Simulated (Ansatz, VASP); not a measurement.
Fe in VASP and in Ansatz

The input INCAR:

```
  ALGO = Normal
  DIPOL = 0.5 0.5 0.294
  EDIFF = 1E-7
  ENCUT = 520
  IDIPOL = 3
  ISIF = 2
  ISMEAR = -1
  ISPIN = 2
  LASPH = T
  LCHARG = T
  LDIPOL = T
  LELF = T
  LMAXMIX = 4
  LORBIT = 11
  LREAL = F
  LVACPOTAV = T
  LVHAR = T
  LWAVE = F
  MAGMOM = 3
  NBANDS = 14
  NELM = 150
  PREC = Accurate
  SIGMA = 0.05
```

The input KPOINTS:

```
k-points
0
Gamma
  11 11 1
```

POSCAR

```
Fe
1.0
    2.3111900000      0.0000000000      0.0000000000
    0.0000000000      2.3111900000      0.0000000000
    0.0000000000      0.0000000000     23.8000000000
Fe
1
Direct
    0.0000000000      0.0000000000      0.2941200000
```

File input.yaml:

```yaml
crystal:
  lattice:
    - [2.31119, 0.0, 0.0]
    - [0.0, 2.31119, 0.0]
    - [0.0, 0.0, 23.8]
  atoms:
    - { symbol: Fe, position: [0.0, 0.0, 0.29412], spin: 3.0 }
  periodic: [true, true, false]
kpoints:
  mp_grid: { grid: [11, 11, 1] }
scf:
  occupations: { method: fermi_dirac, width: 0.05 }
hamiltonian:
  xc: lda
  pseudopotentials: { kind: all_electron, lapw: { basis_error: 0.002 } }
magnetization:
  spin_polarized: true
output:
  forces: true
  stress: true
  eigenvalues: true
```

Alike in both runs: functional LDA; k mesh 11 × 11 × 1; occupations fermi-dirac, width 0.05 eV; collinear spin.

|  | VASP | Ansatz |
| --- | --- | --- |
| version | VASP 6.6.1 | Ansatz 0.2.0 |
| potentials or method | VASP PAW LDA potentials, release 64 (Fe) | all-electron LAPW, scalar-relativistic |
| plane-wave cutoff (eV) | 520 | see its input |
| task | single point | work function |

```csv
,VASP,Ansatz,Ansatz less VASP
gap on the k mesh at the Fermi level (eV),none,none,-
net moment per atom (μB),2.65,2.71,+0.066
size of the moment on the site where the two differ most (μB),2.56,2.62,+0.060
```

Site moments also hang on the region over which each program counts them. A gap of «none» marks a metal or a gap that the smearing closes. Ansatz ran all-electron here, so the differences hold the error of VASP's frozen core and of both bases.
